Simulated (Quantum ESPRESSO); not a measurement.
Runs of Quantum ESPRESSO 7.5 on Bi. Symmetry: R-3m, No. 166, trigonal system. The conventional cell has a = 4.535 Å, b = 4.535 Å, c = 11.814 Å, α = 90.00°, β = 90.00°, γ = 120.00°. Around Bi (site symmetry 3m) lie 6 Bi at 3.06 to 3.52 Å. 

```tsv
task	level	potentials or basis	cell	cutoff (eV)	form of the LDA correlation	SCF threshold	most ionic steps	forc conv thr	etot conv thr	gap on the mesh (eV)	pressure (GPa)	V0 of scaled cells (Å³/atom)	B0 (GPa)	largest force (eV/Å)
equation of state	LDA	PseudoDojo 0.4.1 SR LDA standard	as given	952	PW92	4e-10 Ry	-	-	-	-	-	33.99	53	-
equation of state	PBEsol	PseudoDojo 0.4.1 SR PBEsol standard	as given	898	-	4e-10 Ry	-	-	-	-	-	(b)	50	-
relaxation of cell and atoms	PBEsol	PseudoDojo 0.4.1 SR PBEsol standard	relaxed to 0.3 kbar	898	-	4e-10 Ry	40	0.0004 Ry/bohr	1e-05 Ry	0.23	0.0	-	-	-
band structure	PBEsol	PseudoDojo 0.4.1 SR PBEsol standard	as given	898	-	4e-10 Ry	-	-	-	-	(a)	-	-	(c)
band structure	LDA	PseudoDojo 0.4.1 SR LDA standard	as given	952	PW92	4e-10 Ry	-	-	-	-	-1.6	-	-	0.06
relaxation of cell and atoms	rev-vdW-DF2	PseudoDojo 0.4.1 SR PBE standard	relaxed to 0.3 kbar	898	-	4e-10 Ry	40	0.0004 Ry/bohr	1e-05 Ry	0.29	0.0	-	-	-
```

Alike in all rows: no spin polarisation; k mesh 7 × 7 × 7; smearing fermi-dirac 0.05 eV.

Q: Estimate the missing entries.

A: (a) -0.3; (b) 34.86; (c) 0.15.

Caveats: spin-orbit coupling is left out, which moves the levels of the heavy elements (some runs); the cell was scaled at fixed shape and fractional positions, which overstates the stiffness of a crystal with free parameters, most of all of layers and chains (some runs); spin-orbit coupling is left out, which as a rule narrows the gap of such compounds by several tenths of an eV (some runs); an odd mesh through Γ misses points on the zone boundary, where band edges often lie (some runs); the potentials were made for another functional, which shifts forces and pressure (some runs).

A k mesh can miss the band edges, and the runs leave out spin-orbit coupling on Bi.

Runs at the PBE level aren't shown here.
